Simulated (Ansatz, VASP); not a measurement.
**Two plane-wave programs on KMgF3**

```xyz
5
Lattice="3.9859 0.0000 0.0000 0.0000 3.9859 0.0000 0.0000 0.0000 3.8265" Properties=species:S:1:pos:R:3 pbc="T T T"
K     1.9929    1.9929    1.9132
Mg    0.0000    0.0000    0.0000
F     1.9929    0.0000    0.0000
F     0.0000    1.9929    0.0000
F     0.0000    0.0000    1.9132
```

Change from the starting cell: strain +0.000 along x and y, -0.040 along z, atoms carried along.

Alike in both runs: task single point; functional PBEsol; k mesh 6 × 6 × 6; occupations gaussian, width 0.05 eV; no spin polarisation.

```csv
,VASP,Ansatz
version,VASP 6.6.1,Ansatz 0.2.0
potentials or method,"VASP PAW PBE potentials, release 64 (K_sv, Mg, F)","scalar-relativistic, plane waves, PAW"
plane-wave cutoff (eV),520,420
valence electrons in the cell,32,40
```

|  | VASP | Ansatz | Ansatz less VASP |
| --- | --- | --- | --- |
| gap on the k mesh at the Fermi level (eV) | 7.41 | 7.44 | +0.023 |
| least direct gap on the mesh (eV) | 7.75 | 7.77 | +0.021 |
| pressure (GPa) | 3.5 | 3.8 | +0.34 |
| largest component of the traceless stress (GPa) | 3.49 | 3.47 | -0.017 |

The two sets of potentials don't hold the same shells in valence.

Caveats: the PAW data sets were made with another functional, which shifts forces and pressure a little (VASP). A k mesh can miss the band edges.
